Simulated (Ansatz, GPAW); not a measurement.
**CdSe: programs and potentials compared**

```
Cd Se
1.0
     0.00000    3.07027    3.07027
     3.07027    0.00000    3.07027
     3.07027    3.07027    0.00000
Cd Se
1 1
Direct
  0.00000 0.00000 0.00000
  0.25000 0.25000 0.25000
```

The cell is a database's computed one, not the measured one.

Alike in all runs: task single point; functional PBE; k mesh 8 × 8 × 8; occupations gaussian, width 0.022 eV; no spin polarisation; no spin-orbit coupling. Pressure is positive in compression and, in plane waves, holds the error of the finite cutoff, which Ansatz's Pulay term estimates and takes out.

| program and potentials | plane-wave cutoff (eV) | notes | band gap (eV) | pressure (GPa) |
| --- | --- | --- | --- | --- |
| Ansatz, Ansatz PAW | 420 | 18 valence electrons an atom on average; Pulay term of +0.03 GPa included | 0.55 | 1.29 |
| GPAW, GPAW PAW data sets (gpaw-data 1.2.1) | 600 | 9 valence electrons an atom on average | 0.54 | 1.07 |
| Ansatz, all-electron LAPW, scalar-relativistic | - | - | 0.55 | 1.30 |

The band gap spans 0.54 (GPAW, GPAW PAW data sets (gpaw-data 1.2.1)) to 0.55 eV (Ansatz, all-electron LAPW, scalar-relativistic), with all-electron results at 0.55. The pressure spans 1.07 (GPAW, GPAW PAW data sets (gpaw-data 1.2.1)) to 1.30 GPa (Ansatz, all-electron LAPW, scalar-relativistic), with all-electron results at 1.30. Spin-orbit coupling, left out here, moves the band edges of heavy atoms.

The functional is the same throughout but for its coding, so the spread measures potentials, basis and numerics; runs on potential files found faulty are left out.
